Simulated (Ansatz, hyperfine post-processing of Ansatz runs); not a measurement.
# Li3CoOF3: isotropic lines and sites in a paramagnetic 7Li spectrum

Calculated values: DFT, PBEsol+U, plane-wave PAW, default files (PAW set soft_2), collinear spin, scalar-relativistic (Ansatz), contact and point-dipole shifts scaled to 298 K with Θ = 0 K (a pure Curie law); spin-only moments, above the ordering temperature.

```cif
data_structure
_symmetry_space_group_name_H-M 'P 1'
_symmetry_Int_Tables_number 1
_cell_length_a 5.1400
_cell_length_b 5.1400
_cell_length_c 10.2047
_cell_angle_alpha 100.631
_cell_angle_beta 100.631
_cell_angle_gamma 33.773
_cell_volume 147.06
loop_
_atom_site_label
_atom_site_type_symbol
_atom_site_fract_x
_atom_site_fract_y
_atom_site_fract_z
_atom_site_occupancy
Co1 Co 0.26150 0.25678 0.61492 1
Co2 Co 0.74322 0.73850 0.38508 1
F3 F 0.37104 0.36831 0.29939 1
F4 F 0.37628 0.37204 0.81921 1
F5 F 0.12690 0.12333 0.93907 1
F6 F 0.63169 0.62896 0.70061 1
F7 F 0.62796 0.62372 0.18079 1
F8 F 0.87667 0.87310 0.06093 1
O9 O 0.12687 0.12244 0.43646 1
O10 O 0.87756 0.87313 0.56354 1
Li11 Li 0.00238 0.99856 0.74547 1
Li12 Li 0.25088 0.24856 0.11811 1
Li13 Li 0.00144 0.99762 0.25453 1
Li14 Li 0.49871 0.50129 0.50000 1
Li15 Li 0.50145 0.49855 0.00000 1
Li16 Li 0.75144 0.74912 0.88189 1
```

7Li MAS at 4.7 T (77.8 MHz), 62.5 kHz, 298 K; contact and dipolar shift alone, no orbital or quadrupolar part; lines under 1.5 % of the strongest are left out. NMR lines, with heights relative to the strongest:

| position (ppm) | intensity |
| --- | --- |
| -1633.1 | 2.0 |
| -1187.8 | 2.3 |
| -829.5 | 23 |
| -565.4 | 8.2 |
| -384.2 | 7.1 |
| -283.7 | 13 |
| -25.9 | 79 |
| 238.2 | 47 |
| 419.4 | 18 |
| 519.9 | 100 |
| 777.7 | 15 |
| 1041.7 | 5.4 |
| 1223.0 | 12 |
| 1323.5 | 9.1 |
| 1581.3 | 5.8 |
| 1845.3 | 1.8 |
| 2026.6 | 10 |
| 2127.1 | 2.7 |
| 2830.1 | 8.0 |
| 3633.7 | 3.4 |

Q: Find the isotropic shifts among the lines and assign them to the Li sites.

Sidebands are spaced by 804 ppm (the spinning rate over the resonance of 77.8 MHz). An isotropic line need not be the tallest: it is the area-weighted centre of its own family of sidebands, and the one that stays put when the rate is changed. Isotropic shifts: 520 ppm for atom 11 and the 1 atom equivalent to it (6 Co through links of 84 to 92° (6) and 170 to 177° (3)), reduced anisotropy 998 ppm; -26 ppm for atom 12 and the 1 atom equivalent to it (2 Co through links of 94° (4)), reduced anisotropy 1399 ppm; 1223 ppm for atom 14 (10 Co through links of 85 to 92° (12) and 176° (4)), reduced anisotropy 2775 ppm; 238 ppm for atom 15 (2 Co through links of 174° (2)), reduced anisotropy 1132 ppm. The families' total areas stand as 2:2:1:1; where areas are equal the match rests on the calculation.

[Logs are printed without paths, hosts, clocks, repeated set-up lines and the standing remarks that a program may print on its own settings, such as how far it seeks lower states.]

[Hosts, paths, dates, database ids (printed as entryN), source tags and the programs' standing remarks are cut or masked in the printed files.]
